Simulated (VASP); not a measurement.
# Settings for CsSnI₃: equation of state

CsSnI₃, Pm-3m (no. 221), 5 atoms in the cell. AM05; PAW potentials Cs_sv, I, Sn (PBE set). VASP 6.6.1.

Wanted: equilibrium volume within 2.5 %; bulk modulus within 12.5 %.

What the run is for: choice of potentials; Accuracy asked: screening; Volumes (times the given one): 0.91, 0.94, 0.97, 1, 1.03, 1.06, 1.09.

## Potentials and cutoff

| Potentials and cutoff | Equilibrium volume (Å³/atom) | Bulk modulus (GPa) | Time (s) |
|---|---|---|---|
| Cs_sv_GW I_GW Sn_d_GW, ENCUT 450 | 48.33 | 15.65 | 620 |
| Cs_sv I Sn_d, ENCUT 450 | 48.43 | 15.66 | 493 |
| Cs_sv I Sn, ENCUT 450 | 48.31 | 15.86 | 379 |

Chosen: Cs_sv I Sn, ENCUT 450, the fastest of those that stay within the tolerance.

## All choices together

| Input | Equilibrium volume (Å³/atom) | Bulk modulus (GPa) | Time (s) |
|---|---|---|---|
| chosen settings | 48.31 | 15.86 | 379 |
| reference settings throughout | 48.33 | 15.65 | 620 |

The tolerance is met.

## The input

INCAR:
```
SYSTEM = CsSnI3
GGA = AM
ISMEAR = 0
SIGMA = 0.03
LWAVE = .FALSE.
LCHARG = .FALSE.
ISIF = 2
NSW = 0
ENCUT = 450
PREC = Accurate
LASPH = .TRUE.
LREAL = .FALSE.
ALGO = Normal
EDIFF = 1E-7
NELM = 120
GGA_COMPAT = .FALSE.
EFERMI = MIDGAP
```

KPOINTS:
```
k-points
0
Gamma
  4 4 4
```

POSCAR.step1:
```
CsSnI3
1.0
    6.0136466687      0.0000000000      0.0000000000
    0.0000000000      6.0136466687      0.0000000000
    0.0000000000      0.0000000000      6.0136466687
Cs I Sn
1 3 1
Direct
    0.0000000000      0.0000000000      0.0000000000
    0.5000000000      0.5000000000      0.0000000000
    0.5000000000      0.0000000000      0.5000000000
    0.0000000000      0.5000000000      0.5000000000
    0.5000000000      0.5000000000      0.5000000000
```

POSCAR.step2:
```
CsSnI3
1.0
    6.0790175149      0.0000000000      0.0000000000
    0.0000000000      6.0790175149      0.0000000000
    0.0000000000      0.0000000000      6.0790175149
Cs I Sn
1 3 1
Direct
    0.0000000000      0.0000000000      0.0000000000
    0.5000000000      0.5000000000      0.0000000000
    0.5000000000      0.0000000000      0.5000000000
    0.0000000000      0.5000000000      0.5000000000
    0.5000000000      0.5000000000      0.5000000000
```

POSCAR.step3:
```
CsSnI3
1.0
    6.1430118757      0.0000000000      0.0000000000
    0.0000000000      6.1430118757      0.0000000000
    0.0000000000      0.0000000000      6.1430118757
Cs I Sn
1 3 1
Direct
    0.0000000000      0.0000000000      0.0000000000
    0.5000000000      0.5000000000      0.0000000000
    0.5000000000      0.0000000000      0.5000000000
    0.0000000000      0.5000000000      0.5000000000
    0.5000000000      0.5000000000      0.5000000000
```

POSCAR.step4:
```
CsSnI3
1.0
    6.2057000000      0.0000000000      0.0000000000
    0.0000000000      6.2057000000      0.0000000000
    0.0000000000      0.0000000000      6.2057000000
Cs I Sn
1 3 1
Direct
    0.0000000000      0.0000000000      0.0000000000
    0.5000000000      0.5000000000      0.0000000000
    0.5000000000      0.0000000000      0.5000000000
    0.0000000000      0.5000000000      0.5000000000
    0.5000000000      0.5000000000      0.5000000000
```

POSCAR.step5:
```
CsSnI3
1.0
    6.2671465704      0.0000000000      0.0000000000
    0.0000000000      6.2671465704      0.0000000000
    0.0000000000      0.0000000000      6.2671465704
Cs I Sn
1 3 1
Direct
    0.0000000000      0.0000000000      0.0000000000
    0.5000000000      0.5000000000      0.0000000000
    0.5000000000      0.0000000000      0.5000000000
    0.0000000000      0.5000000000      0.5000000000
    0.5000000000      0.5000000000      0.5000000000
```

POSCAR.step6:
```
CsSnI3
1.0
    6.3274112921      0.0000000000      0.0000000000
    0.0000000000      6.3274112921      0.0000000000
    0.0000000000      0.0000000000      6.3274112921
Cs I Sn
1 3 1
Direct
    0.0000000000      0.0000000000      0.0000000000
    0.5000000000      0.5000000000      0.0000000000
    0.5000000000      0.0000000000      0.5000000000
    0.0000000000      0.5000000000      0.5000000000
    0.5000000000      0.5000000000      0.5000000000
```

POSCAR.step7:
```
CsSnI3
1.0
    6.3865494048      0.0000000000      0.0000000000
    0.0000000000      6.3865494048      0.0000000000
    0.0000000000      0.0000000000      6.3865494048
Cs I Sn
1 3 1
Direct
    0.0000000000      0.0000000000      0.0000000000
    0.5000000000      0.5000000000      0.0000000000
    0.5000000000      0.0000000000      0.5000000000
    0.0000000000      0.5000000000      0.5000000000
    0.5000000000      0.5000000000      0.5000000000
```

Commands (each step's output is kept before the next begins):
```
cat potpaw_PBE.64/Cs_sv/POTCAR potpaw_PBE.64/I/POTCAR potpaw_PBE.64/Sn/POTCAR > POTCAR
cp POSCAR.step1 POSCAR
mpirun -np 1 vasp_std > vasp.out
cp POSCAR.step2 POSCAR
mpirun -np 1 vasp_std > vasp.out
cp POSCAR.step3 POSCAR
mpirun -np 1 vasp_std > vasp.out
cp POSCAR.step4 POSCAR
mpirun -np 1 vasp_std > vasp.out
cp POSCAR.step5 POSCAR
mpirun -np 1 vasp_std > vasp.out
cp POSCAR.step6 POSCAR
mpirun -np 1 vasp_std > vasp.out
cp POSCAR.step7 POSCAR
mpirun -np 1 vasp_std > vasp.out
```

Limits: Total energies under different potentials can't be compared; the cell and the gap can.

The chosen input took VASP 6.6.1 379 s on 1 core (AMD EPYC 7R43 (Zen 3)), a shared host.
